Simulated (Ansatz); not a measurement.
## The stack of 1T-TaO2 under 2H-MoS2, upper layer turned by 180° between two gates

Aim: screening and gap of the neutral stack of 1T-TaO2 under 2H-MoS2, upper layer turned by 180° between oppositely charged gates.

Calculated with Ansatz 0.2.0; plane-wave DFT, PBE-D3(BJ), Ansatz PAW, in the first sound run; inputs show where later runs differ.

## 1. The starting structure

The cell holds 6 atoms: 2 O, 1 Ta, 2 S and 1 Mo. Cell: a = 3.182 Å, b = 3.182 Å, c = 48.365 Å, α = 90.0°, β = 90.0°, γ = 120.0°. Regions: layer 1: 1T-TaO2, 3 atoms (2 O and 1 Ta); layer 2: 2H-MoS2, 3 atoms (2 S and 1 Mo). Vacuum lies along c.

Coordinates:

```cif
data_structure
_symmetry_space_group_name_H-M 'P 1'
_symmetry_Int_Tables_number 1
_cell_length_a 3.1822
_cell_length_b 3.1822
_cell_length_c 48.3652
_cell_angle_alpha 90.000
_cell_angle_beta 90.000
_cell_angle_gamma 120.000
_cell_volume 424.16
loop_
_atom_site_label
_atom_site_type_symbol
_atom_site_fract_x
_atom_site_fract_y
_atom_site_fract_z
_atom_site_occupancy
O1 O 0.66667 0.33333 0.41042 1
Ta2 Ta 0.00000 0.00000 0.43577 1
O3 O 0.33333 0.66667 0.46113 1
S4 S 0.00000 0.00000 0.52212 1
Mo5 Mo 0.33333 0.66667 0.55585 1
S6 S 0.00000 0.00000 0.58958 1
```

## 2. Relaxation

The starting cell is a guess, so the in-plane lattice and the atoms are relaxed first, with the slab cut off from its images along the normal.

input.yaml reads:

```yaml
crystal:
  lattice:
    - [3.182245, 0.0, 0.0]
    - [-1.5911225, 2.7559050111, 0.0]
    - [0.0, 0.0, 48.3651673961]
  atoms:
    - { symbol: O, position: [0.6666666667, 0.3333333333, 0.4104193383] }
    - { symbol: Ta, position: [0.0, 0.0, 0.4357740491], spin: 1.0 }
    - { symbol: O, position: [0.3333333333, 0.6666666667, 0.4611287598] }
    - { symbol: S, position: [0.0, 0.0, 0.5221230695] }
    - { symbol: Mo, position: [0.3333333333, 0.6666666667, 0.5558518656] }
    - { symbol: S, position: [0.0, 0.0, 0.5895806617] }
  periodic: [true, true, false]
magnetization:
  spin_polarized: true
kpoints:
  mp_grid: { grid: [12, 12, 1] }
hamiltonian:
  xc: pbe
  dispersion: d3bj
scf:
  occupations: { method: fermi_dirac, width: 0.05 }
  convergence: { dr2_threshold: 1.0e-09 }
relax:
  f_tol: 0.004
  max_steps: 90
  cell: {}
output:
  write_potential: true
  write_density: true
  volumetric_format: npy
```

The run is started by

```
$ ansatz run input.yaml --threads 4 --pin off --max-ram 6144MiB --backend cpu --events-out ev --progress --plain --runs-dir out
```

Numbers of over 12 decimals in the logs are rounded to 6 here.

Output:

```text
Warning: relax.cell: scf.convergence.dr2_threshold = 1e-9 eV is looser than the 1.72221541424e-10 eV advised for a relaxation that steers and ends on the stress (1e-10 eV for each atom of the cell: 6, times the square of relax.cell.stress_2d_tol = 0.05 N/m over 18.7 Å (the atoms' height at the walk's start and 5 Å past either face), 2.679e-2 GPa, over a crystal's default 0.05). What an SCF threshold leaves in a stress goes as its square root, and in the free energy as the threshold itself, and one threshold admits the most on a small cell: [figures from the program's tests cut] Set scf.convergence.dr2_threshold to 1.72221541424e-10 eV or tighter. [rest of the remark cut]
Engine: ansatz 0.2.0, x86_64-unknown-linux-gnu
Pseudopotentials: kind: paw
Pseudopotential: O, paw, valence charge 6, recommended cutoff 420 eV (normal), O.paw.azcp
Pseudopotential: Ta, paw, valence charge 13, recommended cutoff 420 eV (normal), Ta.paw.azcp
Pseudopotential: S, paw, valence charge 6, recommended cutoff 420 eV (normal), S.paw.azcp
Pseudopotential: Mo, paw, valence charge 14, recommended cutoff 420 eV (normal), Mo.paw.azcp
Functional definition: PBE
  parameter kappa = 0.804
  parameter beta = 0.066725
  exchange = pbe_x(kappa = kappa, mu = beta*pi^2/3)
  correlation = pbe_c(beta = beta)
Crystal: 6 atoms, lattice volume = 424.161 Å³
Basis set: ecut = 420 eV, 8357 PW (Γ), exchange–correlation on 48×48×648 points (8 copies of the dense FFT grid, shifted against one another)
Bands: 32, of which v1, the nominal top of the filled ones, is band 26 counted from 1 (25 counted from 0)
Symmetry: 6 space group operations
Space group: P3m1 (ITA 156), of the structure as read, at distance tolerance 7.5e-5 Å
Magnetic group: BNS 156.49 (UNI 1279), of the structure as read, at distance tolerance 7.5e-5 Å
k-points: 19 of 144 (time reversal used)
Non-local potential: O, projectors of the file, l = 0: 2, l = 1: 2, l = 2: 1
Non-local potential: Ta, projectors of the file, l = 0: 3, l = 1: 2, l = 2: 2, l = 3: 1
Non-local potential: S, projectors of the file, l = 0: 2, l = 1: 2, l = 2: 2
Non-local potential: Mo, projectors of the file, l = 0: 3, l = 1: 2, l = 2: 2, l = 3: 1
PAW form: soft (Blöchl's): semilocal exchange-correlation on the pseudo side does not see the compensation charge
PAW one-centre angular grid: O, 110 points (default); XC on 64 Gauss nodes
PAW one-centre angular grid: Ta, 590 points (default); XC on 64 Gauss nodes
PAW one-centre angular grid: S, 110 points (default); XC on 64 Gauss nodes
PAW one-centre angular grid: Mo, 590 points (default); XC on 64 Gauss nodes
Starting moments: Σ|m| = 1 μB on 1 of 6 sites
Initial wavefunctions: pseudopotential atomic-orbital guess
Functional: x = pbe(κ = 0.804, μ = 0.219515), c = pbe(β = 0.066725)
SCF iter   1: F=—  HF=-17836.803480 eV  |F-HF|=—  |Δ(HF+E_count)|=         —  Δρ=3.11e-2 (↑3.11e-2 ↓2.95e-2)  dr2=2.16e1  dr2_m=3.96e-2  M=0.575 μB ∫|m|=0.586 μB  β_m=0.30  ethr=3.10e-3  ⟨swp⟩=16.4  Hψ=9392  notcnv=0
Mixer restart at iter 1: flushing history
preconditioner: auto → LDOS  [metal: Δε(μ)=0.113 eV  Ē_g=8.295 eV  σ=0.050 eV  W_gap=0.49  n_scr=28 (ndim 8)  ℏωp=10.0 eV  f_vac=0.747  D(μ)=1.77/eV (n_scr^D=12)]
spin=Collinear: LDOS preconditioning applied to the charge; magnetization (m = ρ↑ − ρ↓) channel mixes plain (no charge-response kernel on spin).
SCF iter   2: F=—  HF=-17833.401261 eV  |F-HF|=—  |Δ(HF+E_count)|=    3.40e0  Δρ=1.54e-2 (↑1.54e-2 ↓1.42e-2)  dr2=4.93e0  dr2_m=1.91e-2  M=0.558 μB ∫|m|=0.573 μB  β_m=0.42  ethr=3.10e-3  ⟨swp⟩=4.5  Hψ=3459  notcnv=0  defer=33
SCF iter   3: F=—  HF=-17832.624110 eV  |F-HF|=—  |Δ(HF+E_count)|=   7.77e-1  Δρ=5.15e-3 (↑5.15e-3 ↓4.85e-3)  dr2=4.41e-1  dr2_m=4.85e-3  M=0.495 μB ∫|m|=0.519 μB  β_m=0.44  ethr=3.10e-3  ⟨swp⟩=4.0  Hψ=2819  notcnv=0  defer=39
SCF iter   4: F=—  HF=-17832.689887 eV  |F-HF|=—  |Δ(HF+E_count)|=   6.58e-2  Δρ=3.60e-3 (↑3.60e-3 ↓3.58e-3)  dr2=1.04e0  dr2_m=2.49e-3  M=0.458 μB ∫|m|=0.472 μB  β_m=0.36  ethr=8.64e-4  ⟨swp⟩=4.2  Hψ=2785  notcnv=0  defer=39  recentre
SCF iter   5: F=—  HF=-17832.623455 eV  |F-HF|=—  |Δ(HF+E_count)|=   6.64e-2  Δρ=2.61e-3 (↑2.61e-3 ↓2.46e-3)  dr2=2.17e-1  dr2_m=2.27e-3  M=0.449 μB ∫|m|=0.462 μB  β_m=0.34  ethr=8.64e-4  ⟨swp⟩=4.1  Hψ=2440  notcnv=0  defer=39
SCF iter   6: F=—  HF=-17832.629276 eV  |F-HF|=—  |Δ(HF+E_count)|=         —  Δρ=1.71e-3 (↑1.71e-3 ↓1.30e-3)  dr2=2.35e-2  dr2_m=6.17e-3  M=0.301 μB ∫|m|=0.315 μB  β_m=0.34  ethr=4.26e-4  ⟨swp⟩=2.7  Hψ=1733  notcnv=0  defer=41
SCF iter   7: F=—  HF=-17832.632102 eV  |F-HF|=—  |Δ(HF+E_count)|=   2.83e-3  Δρ=1.07e-3 (↑1.07e-3 ↓1.03e-3)  dr2=2.70e-3  dr2_m=3.74e-3  M=0.269 μB ∫|m|=0.276 μB  β_m=0.67  ethr=4.61e-5  ⟨swp⟩=3.4  Hψ=2521  notcnv=0  defer=40
SCF iter   8: F=—  HF=-17832.635906 eV  |F-HF|=—  |Δ(HF+E_count)|=   3.80e-3  Δρ=7.34e-4 (↑7.34e-4 ↓6.71e-4)  dr2=8.14e-3  dr2_m=8.72e-4  M=0.169 μB ∫|m|=0.171 μB  β_m=0.62  ethr=5.29e-6  ⟨swp⟩=3.2  Hψ=2970  notcnv=0  defer=39
SCF iter   9: F=—  HF=-17832.635655 eV  |F-HF|=—  |Δ(HF+E_count)|=   2.51e-4  Δρ=4.47e-4 (↑4.47e-4 ↓3.40e-4)  dr2=2.06e-3  dr2_m=2.80e-4  M=0.111 μB ∫|m|=0.112 μB  β_m=0.81  ethr=5.29e-6  ⟨swp⟩=2.8  Hψ=2439  notcnv=0  defer=39
SCF iter  10: F=—  HF=-17832.635763 eV  |F-HF|=—  |Δ(HF+E_count)|=   1.09e-4  Δρ=1.46e-4 (↑1.46e-4 ↓1.41e-4)  dr2=3.60e-4  dr2_m=5.16e-5  M=0.054 μB ∫|m|=0.055 μB  β_m=0.73  ethr=4.04e-6  ⟨swp⟩=3.1  Hψ=2580  notcnv=0  defer=39
SCF iter  11: F=—  HF=-17832.635782 eV  |F-HF|=—  |Δ(HF+E_count)|=   1.84e-5  Δρ=9.45e-5 (↑9.17e-5 ↓9.45e-5)  dr2=1.09e-4  dr2_m=2.06e-5  M=0.027 μB ∫|m|=0.028 μB  β_m=0.70  ethr=7.06e-7  ⟨swp⟩=3.5  Hψ=2997  notcnv=0  defer=39
SCF iter  12: F=—  HF=-17832.635801 eV  |F-HF|=—  |Δ(HF+E_count)|=   1.89e-5  Δρ=4.39e-5 (↑4.19e-5 ↓4.39e-5)  dr2=1.40e-5  dr2_m=6.05e-6  M=0.010 μB ∫|m|=0.010 μB  β_m=0.85  ethr=2.14e-7  ⟨swp⟩=2.9  Hψ=2502  notcnv=0  defer=39
SCF iter  13: F=—  HF=-17832.635807 eV  |F-HF|=—  |Δ(HF+E_count)|=   6.08e-6  Δρ=2.06e-5 (↑2.01e-5 ↓2.06e-5)  dr2=4.17e-6  dr2_m=6.59e-7  M=-0.006 μB ∫|m|=0.006 μB  β_m=0.76  ethr=2.75e-8  ⟨swp⟩=3.6  Hψ=3058  notcnv=0  defer=39
SCF iter  14: F=—  HF=-17832.635807 eV  |F-HF|=—  |Δ(HF+E_count)|=   3.50e-7  Δρ=8.26e-6 (↑7.82e-6 ↓8.26e-6)  dr2=5.99e-6  dr2_m=7.16e-8  M=-0.002 μB ∫|m|=0.002 μB  β_m=0.58  ethr=8.17e-9  ⟨swp⟩=3.0  Hψ=2712  notcnv=0  defer=39
SCF iter  15: F=—  HF=-17832.635807 eV  |F-HF|=—  |Δ(HF+E_count)|=   6.16e-7  Δρ=4.67e-6 (↑4.39e-6 ↓4.67e-6)  dr2=7.10e-7  dr2_m=4.42e-8  M=-0.002 μB ∫|m|=0.002 μB  β_m=0.51  ethr=8.17e-9  ⟨swp⟩=2.6  Hψ=1674  notcnv=0  defer=39
[...]
relax step   6: F+E_penalty+E_count = -17833.42797856 eV  Δ(F+E_penalty+E_count) = -3.716e-4 eV  max|allowed force component| = 5.839e-3 eV/Å  Δτ_max = 0.0133 Å  P = +0.028 N/m  Ω = 402.328 Å³  energy of the carried Pulay correction = +8.841e-3 eV  fix = [c, alpha, beta]  reactions: c +0.000 N/m  (11 SCF iters, accepted)
[...]
relax step   7: F+E_penalty+E_count = -17833.42797817 eV  Δ(F+E_penalty+E_count) = +3.890e-7 eV  max|allowed force component| = 8.389e-4 eV/Å  Δτ_max = 0.0003 Å  P = -0.003 N/m  Ω = 402.334 Å³  energy of the carried Pulay correction = +8.838e-3 eV  fix = [c, alpha, beta]  reactions: c -0.000 N/m  (9 SCF iters, accepted)
[...]
relax step   8: F+E_penalty+E_count = -17833.42172171 eV  Δ(F+E_penalty+E_count) = +6.256e-3 eV  max|allowed force component| = 1.186e-3 eV/Å  Δτ_max = 0.0000 Å  P = -0.172 N/m  Ω = 402.334 Å³  fix = [c, alpha, beta]  reactions: c -0.000 N/m  stress off target by 1.72e-1 N/m on what of the cell is left free  SCF on the basis re-selected at this cell (its energy is not comparable with the rows above)  (8 SCF iters)
[...]
relax step   9: F+E_penalty+E_count = -17833.42193187 eV  Δ(F+E_penalty+E_count) = -2.102e-4 eV  max|allowed force component| = 1.660e-3 eV/Å  Δτ_max = 0.0018 Å  P = -0.004 N/m  Ω = 401.930 Å³  energy of the carried Pulay correction = +1.654e-4 eV  fix = [c, alpha, beta]  reactions: c -0.000 N/m  (11 SCF iters, accepted)
iter 1 solved again at ethr=1.39e-7 eV; its pass at ethr=3.10e-3 eV (dr2=7.07e-5 eV) is discarded
SCF iter   1: F=—  HF=-17833.421523 eV  |F-HF|=—  |Δ(HF+E_count)|=         —  Δρ=1.93e-6 (↑1.93e-6 ↓1.91e-6)  dr2=1.12e-8  dr2_m=1.87e-11  M=0.328 μB ∫|m|=0.329 μB  β_m=0.65  ethr=1.39e-7  ⟨swp⟩=7.1  Hψ=16689  notcnv=0
eigensolver tolerance schedule: the retry pair's looser diagonalisation over-reported the residual by 6293.70 of it (diagonalisation noise at 0.39 of the residual, at the tolerance the schedule requests for it); recorded, not acted on — ethr = c·dr2/N_el stays at c = 1.0e-1
preconditioner: auto → LDOS  [metal: Δε(μ)=0.057 eV  Ē_g=9.393 eV  σ=0.050 eV  W_gap=0.26  n_scr=26 (ndim 8)  ℏωp=11.0 eV  f_vac=0.762  D(μ)=2.27/eV (n_scr^D=14)]
spin=Collinear: LDOS preconditioning applied to the charge; magnetization (m = ρ↑ − ρ↓) channel mixes plain (no charge-response kernel on spin).
SCF iter   2: F=—  HF=-17833.421720 eV  |F-HF|=—  |Δ(HF+E_count)|=   1.97e-4  Δρ=7.54e-7 (↑7.54e-7 ↓7.52e-7)  dr2=1.29e-8  dr2_m=6.83e-12  M=0.328 μB ∫|m|=0.329 μB  β_m=0.44  ethr=2.20e-11  ⟨swp⟩=6.6  Hψ=5215  notcnv=0
SCF iter   3: F=—  HF=-17833.421720 eV  |F-HF|=—  |Δ(HF+E_count)|=   4.63e-9  Δρ=6.72e-7 (↑6.66e-7 ↓6.72e-7)  dr2=9.60e-9  dr2_m=2.28e-12  M=0.328 μB ∫|m|=0.329 μB  β_m=0.37  ethr=2.20e-11  ⟨swp⟩=2.8  Hψ=1931  notcnv=0
SCF iter   4: F=-17833.421720 eV  HF=-17833.421720 eV  |F-HF|=9.97e-10  |Δ(HF+E_count)|=  3.64e-12  Δρ=3.33e-7 (↑3.33e-7 ↓3.33e-7)  dr2=5.89e-10  dr2_m=1.00e-12  M=0.328 μB ∫|m|=0.329 μB  ethr=1.96e-12  ⟨swp⟩=16.3  Hψ=11618  notcnv=0
SCF 10 converged in 4 iterations: F = -17833.421720 eV  dr2 = 5.89e-10
relax step  10: F+E_penalty+E_count = -17833.42171968 eV  Δ(F+E_penalty+E_count) = +2.122e-4 eV  max|allowed force component| = 1.661e-3 eV/Å  Δτ_max = 0.0000 Å  P = -0.007 N/m  Ω = 401.930 Å³  fix = [c, alpha, beta]  reactions: c -0.000 N/m  stress off target by 7.08e-3 N/m on what of the cell is left free  SCF on the basis re-selected at this cell (its energy is not comparable with the rows above)  (4 SCF iters)
basis re-selected at this cell: Δ(F+E_penalty+E_count) = +2.122e-4 eV, ΔP = -0.003 N/m vs the last step (what re-selecting the basis moved, of the pressure what is left beyond the Pulay correction that the steps carried, after the strain that the cell walked since its last selection, with what the two solves' SCF thresholds leave and, on support functions, any second-order correction that the steps lacked; it is no m [...]
WARN: The output density's exchange-correlation potential varies sharply where the density is thin. Do not read a vacuum level from v_tot or v_xc, or from such a field of the output density. On a cell that repeats whose density bears no net charge and no dipole along the vacuum's axis use v_es (v_loc + v_h of the components); under efield.dipole_correction with no amplitude use v_es + v_field, which holds any externa [...]
SCF converged after 4 iterations
Magnetization: 0.3276 μB (25.6638 up, 25.3362 down)
Absolute magnetization: 0.3292 μB (∫|ρ↑−ρ↓|, with the PAW one-centre terms)
Spin contamination: 0.0006 ħ² per cell (⟨S²⟩ above its minimum at these occupations)
Per-site moments (μB) at R_I (Å): [(0.018178, 0.862996), (0.131503, 0.861452), (0.018406, 0.861452), (0.000633469, 0.985278), (0.000511236, 0.985278), (7.350694230395697e-5, 0.986297)]
Free energy (F): -17833.421720 eV
Harris-Foulkes:  -17833.421720 eV  (|F-HF|=9.97e-10)
Internal energy: -17833.403023 eV  (E = F + TS)
E sigma→0 (E₀):  -17833.412371 eV
Entropy (-TS):   -0.018697 eV (-3.116 meV/atom)
Fermi energy:    -4.834050 eV
--- Per-component energies (eV) ---
  E_band       = -1210.267371
  E_kinetic    = 1372.613628
  E_local      = -250261.193304  (includes V_loc(G=0)·N_el)
  E_nonlocal   = 308.807956
  E_hartree    = 124251.997246
  E_xc         = -744.553379
  E_vxc        = -797.332430  (∫ρ·V_xc dr)
  E_paw        = -13113.886767  (= ΣΔE_a)
  E_vpaw       = -337.165172  (= ΣTr[D̂ρ^β])
  E_aug_tail   = 0.005130  (compensation charges beyond the density's cutoff)
  E_ewald      = 120354.463618
  E_disp       = -1.657152  (pairwise vdW)
  E_smearing   = -0.018697  (= −TS)
  E_closure    = -0.000000  (closes the sum)
  Σ components = -17833.421720   (vs F -17833.421720, Δ=0.00e0)
--- Forces (eV/Å), atoms counted from 1 ---
  atom   1  O      0.00000000     0.00000000     0.00056701
  atom   2  Ta     0.00000000    -0.00000000    -0.00166078
  atom   3  O      0.00000000    -0.00000000     0.00099177
  atom   4  S      0.00000000     0.00000000     0.00043059
  atom   5  Mo     0.00000000     0.00000000     0.00031398
  atom   6  S      0.00000000     0.00000000    -0.00064263
  max |Σ_I F_I| component: 5.29e-8 eV/Å
--- 2D stress c σ (N/m, compression-positive) ---
       -0.007077       0.000000       0.000000
        0.000000      -0.007077      -0.000000
        0.000000      -0.000000      -0.000000
  P = ½ c Tr σ = -0.0071 N/m
--- Band table (eV; the first three rows and the last of 38) ---
  k-point 0 ↑: bands = [... 22 lower, -7.1759, -7.1759, -6.1082, -4.9601, -4.9601, -3.3965, -2.8834, -2.8834, ... 2 higher]
  k-point 1 ↑: bands = [... 22 lower, -7.3572, -6.9661, -6.1419, -4.9591, -4.7668, -3.3308, -3.0351, -3.0218, ... 2 higher]
  k-point 2 ↑: bands = [... 22 lower, -7.7797, -6.9687, -6.3347, -5.0215, -4.2939, -3.5640, -3.2514, -3.1051, ... 2 higher]
  k-point 18 ↓: bands = [... 22 lower, -8.8778, -8.2070, -5.8465, -4.1603, -3.8501, -3.3385, -3.3182, -2.9607, ... 2 higher]
  the weakly bound empty levels are not read free of the cell's end (no_gap_told)
--- Relaxed structure (8 steps of the walk, 8 accepted, 2 SCFs on fresh bases) ---
  F+E_penalty+E_count = -17833.42171968 eV   max|allowed force component| = 1.661e-3 eV/Å   (the final SCF, on the basis selected at the relaxed cell)
  cell:  # Å, volume = 401.9296 Å³
    - [3.097729, 0, 0]
    - [-1.548864, 2.682712, 0]
    - [0, 0, 48.3651673961]
  atoms:
    - { symbol: O, position: [0.666667, 0.333333, 0.416690] }
    - { symbol: Ta, position: [-1.2335811384544449e-17, -2.775557561562891e-17, 0.439133] }
    - { symbol: O, position: [0.333333, 0.666667, 0.461428] }
    - { symbol: S, position: [-1.233581138454445e-17, -2.775557561562891e-17, 0.519782] }
    - { symbol: Mo, position: [0.333333, 0.666667, 0.552517] }
    - { symbol: S, position: [-1.233581138454445e-17, -2.775557561562891e-17, 0.585328] }
```

Wall time 2.7 min (4 threads of Intel Xeon Platinum 8559C (Emerald Rapids), shared host); peak memory 1.3 GiB.

The steps of the relaxation:

| step | energy less that of the first step (eV) | largest force component (eV/Å) | volume (Å³) |
| --- | --- | --- | --- |
| 1 | 0.0000 | 2.7032 | 424.16 |
| 2 | -0.7402 | 0.3561 | 410.51 |
| 3 | -0.7861 | 0.2334 | 403.87 |
| 4 | -0.7910 | 0.1418 | 402.07 |
| 5 | -0.7918 | 0.0365 | 402.66 |
| 6 | -0.7922 | 0.0058 | 402.33 |
| 7 | -0.7922 | 0.0008 | 402.33 |
| 8* | -0.7859 | 0.0012 | 402.33 |
| 9 | -0.7861 | 0.0017 | 401.93 |
| 10* | -0.7859 | 0.0017 | 401.93 |

Relaxation steps marked * repeat the geometry before them on a plane-wave basis chosen anew for their cell, so energy and pressure can jump there.

The run keeps the 6 symmetry operations that it works with, so distortions that break them were not tested.

| cell as run | before | after | change |
| --- | --- | --- | --- |
| a (Å) | 3.182 | 3.098 | -2.7 % |
| b (Å) | 3.182 | 3.098 | -2.7 % |

The atoms that moved most (Å, along periodic axes as changes of fractional coordinates times the final cell, across vacuum about the mean position):

| atom | dx | dy | dz | length |
| --- | --- | --- | --- | --- |
| O1 | 0.000 | 0.000 | 0.303 | 0.303 |
| S6 | 0.000 | 0.000 | -0.206 | 0.206 |
| Ta2 | 0.000 | 0.000 | 0.162 | 0.162 |
| Mo5 | 0.000 | 0.000 | -0.161 | 0.161 |
| S4 | 0.000 | 0.000 | -0.113 | 0.113 |
| O3 | 0.000 | 0.000 | 0.014 | 0.014 |

The relaxed structure:

```xyz
6
Lattice="3.0977 0.0000 0.0000 -1.5489 2.6827 0.0000 0.0000 0.0000 48.3652" Properties=species:S:1:pos:R:3
O     1.5489    0.8942   20.1533
Ta    0.0000    0.0000   21.2388
O     0.0000    1.7885   22.3170
S     0.0000    0.0000   25.1393
Mo    0.0000    1.7885   26.7226
S     0.0000    0.0000   28.3095
```

Numbers from this step:

```
energy at zero smearing : -17833.4124 eV
total moment            : 0.3276 μB
site moments            : 0.01818, 0.1315, 0.01841, 6.33e-4, 5.11e-4, 7.35e-5 μB
```

Site moment by atom:

| atom | site moment (μB) |
| --- | --- |
| O1 | 0.018 |
| Ta2 | 0.132 |
| O3 | 0.018 |
| S4 | 0.001 |
| Mo5 | 0.001 |
| S6 | 0.000 |

The lattice constant a goes from 3.182 to 3.098 Å.

[end of part 1 of 3]

[Logs are printed without paths, hosts, clocks, repeated set-up lines and the standing remarks that a program may print on its own settings, such as how far it seeks lower states.]

[Hosts, paths, dates, database ids (printed as entryN), source tags and the programs' standing remarks are cut or masked in the printed files.]

[Maps of the electrostatic potential energy from Ansatz leave out the sawtooth potential of an applied field or a dipole correction, so their vacuum need not be flat; planar profiles and work functions include it.]
